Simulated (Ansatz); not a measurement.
# Hf2C: from a trial structure to a relaxed crystal

The calculation used Ansatz 0.2.0, DFT PBE, scalar-relativistic, plane waves, PAW. Cutoff 420 eV, Γ-centred k mesh, Gaussian smearing, no spin polarisation in the final step.

The start puts Hf2C on the anti-CaCl2 structure type (Pnnm, No. 58), with C in place of Ca, Hf in place of Cl, at a guessed volume.

```yaml
crystal:
  lattice:
    - [5.21479, 0.00000, 0.00000]
    - [0.00000, 5.37357, 0.00000]
    - [0.00000, 0.00000, 3.50995]
  atoms:
    - { symbol: Hf, position: [0.22500, 0.82500, 0.50000] }
    - { symbol: Hf, position: [0.72500, 0.67500, 0.00000] }
    - { symbol: Hf, position: [0.77500, 0.17500, 0.50000] }
    - { symbol: Hf, position: [0.27500, 0.32500, 0.00000] }
    - { symbol: C, position: [0.50000, 0.50000, 0.50000] }
    - { symbol: C, position: [0.00000, 0.00000, 0.00000] }
```

Steps on the 4×4×6 mesh (6 atoms). 6 of 6 steps are shown, and the free energy counts from the last. Trial steps that were taken back and renewals of the plane-wave basis can be among the rows.

```
step  ΔF (meV/atom) V (Å³/atom) P (GPa) largest force component (eV/Å)
   1           58.3        16.39     0.27                           0.471
   2           15.4        16.44    -0.66                           0.521
   3            8.3        16.41    -0.12                           0.236
   4            1.6        16.46     0.18                           0.097
   5            0.4        16.47     0.09                           0.007
   6            0.0        16.47     0.11                           0.008
```

The cell was then made exact in the group found at 0.06 Å. A final relaxation ran on a 8×8×12 mesh. The relaxed crystal, P4_2/mnm (No. 136):

```
Hf C
1.0
     5.42577    0.00000    0.00000
     0.00000    5.42577    0.00000
     0.00000    0.00000    3.35923
Hf C
4 2
Direct
  0.20251 0.79749 0.50000
  0.70251 0.70251 0.00000
  0.79749 0.20251 0.50000
  0.29749 0.29749 0.00000
  0.50000 0.50000 0.50000
  0.00000 0.00000 0.00000
```

| Item | Value |
| --- | --- |
| Volume per atom | 16.48 Å³ |
| Density | 12.39 g/cm³ |
| Energy over the elements | -0.60 eV/atom |
| Gap on the 8×8×12 mesh | 0 eV (a metal) |

Formation energies are uncorrected and refer to the elements' standard structures at the same level.

The final run used a 8×8×12 mesh on its 6-atom cell and 0.10 eV smearing. The k mesh leaves about 4 meV/atom of noise in metals. Spin–orbit coupling is left out.

Symmetry constrained the relaxation, so the result can be a saddle point.

Cost: 3 runs of about 4 core-minutes in all, on Arm Neoverse V2 (shared hosts).